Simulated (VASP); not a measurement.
Li, 1 atom in the cell. It takes space group Fm-3m (No. 225, cubic). The conventional cell has a = 4.388 Å, b = 4.388 Å, c = 4.388 Å, α = 90.00°, β = 90.00°, γ = 90.00°. Li (site symmetry m-3m) is surrounded by 12 Li at 3.10 Å. The cell was built by a generator and needn't be a form met in nature.

```yaml
Program: VASP 6.6.1
Task: single point
Functional: revPBE
Potentials_or_basis: VASP PAW PBE potentials, release 64 (Li_sv)
Cutoff: 520 eV
k_mesh: 12 × 12 × 12
Occupations: fermi-dirac, width 0.1 eV
Spin: no spin polarisation
Dipole_correction: no
Further_INCAR_settings: ALGO = Normal; EDIFF = 1e-07; NBANDS = 8
```

Potentials or basis: VASP PAW PBE potentials, release 64 (Li_sv).

Command:

```sh
$ cat potpaw_PBE.64/Li_sv/POTCAR > POTCAR
$ mpirun -np 1 vasp_std > vasp.out
```

Hardware: 1 thread of Intel(R) Xeon(R) Platinum 8259CL CPU @ 2.50GHz (Skylake/Cascade Lake), on a shared host.

Question: How long does it take, and how much memory?

Answer: Run time: 6.5 s on 1 thread of Intel(R) Xeon(R) Platinum 8259CL CPU @ 2.50GHz (Skylake/Cascade Lake) (shared host), peak memory 0.13 GiB. Counts: scf iterations 11, k points 72.
